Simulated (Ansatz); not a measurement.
## Cd: which structure is lowest?

Method: DFT, revPBE, plane waves (420 eV) with PAW, scalar-relativistic in Ansatz. The PAW files were generated under PBE, with cores re-solved for the functional.

Each structure is relaxed within its own symmetry, so a high-lying one may be dynamically unstable.

```json
{"structure": "hcp", "ΔE (meV/atom)": "0", "V (Å³/atom)": "24.12", "cell": "a = 3.041 Å, c = 6.022 Å (c/a = 1.980)", "magnetic state": "spin not included"}
{"structure": "fcc", "ΔE (meV/atom)": "3", "V (Å³/atom)": "23.97", "cell": "a = 4.577 Å", "magnetic state": "spin not included"}
{"structure": "dhcp", "ΔE (meV/atom)": "10", "V (Å³/atom)": "23.90", "cell": "a = 3.231 Å, c = 10.573 Å (c/a = 3.272)", "magnetic state": "spin not included"}
{"structure": "A15", "ΔE (meV/atom)": "22", "V (Å³/atom)": "24.33", "cell": "a = 5.795 Å", "magnetic state": "spin not included"}
{"structure": "bcc", "ΔE (meV/atom)": "46", "V (Å³/atom)": "24.49", "cell": "a = 3.659 Å", "magnetic state": "spin not included"}
{"structure": "omega (AlB2-type)", "ΔE (meV/atom)": "50", "V (Å³/atom)": "24.83", "cell": "a = 5.225 Å, c = 3.151 Å (c/a = 0.603)", "magnetic state": "spin not included"}
{"structure": "simple cubic", "ΔE (meV/atom)": "105", "V (Å³/atom)": "28.21", "cell": "a = 3.044 Å", "magnetic state": "spin not included"}
{"structure": "diamond", "ΔE (meV/atom)": "263", "V (Å³/atom)": "40.54", "cell": "a = 6.870 Å", "magnetic state": "spin not included"}
```

ΔE counts from hcp.

Differences under about 8 meV lie within the error of the k-point mesh.
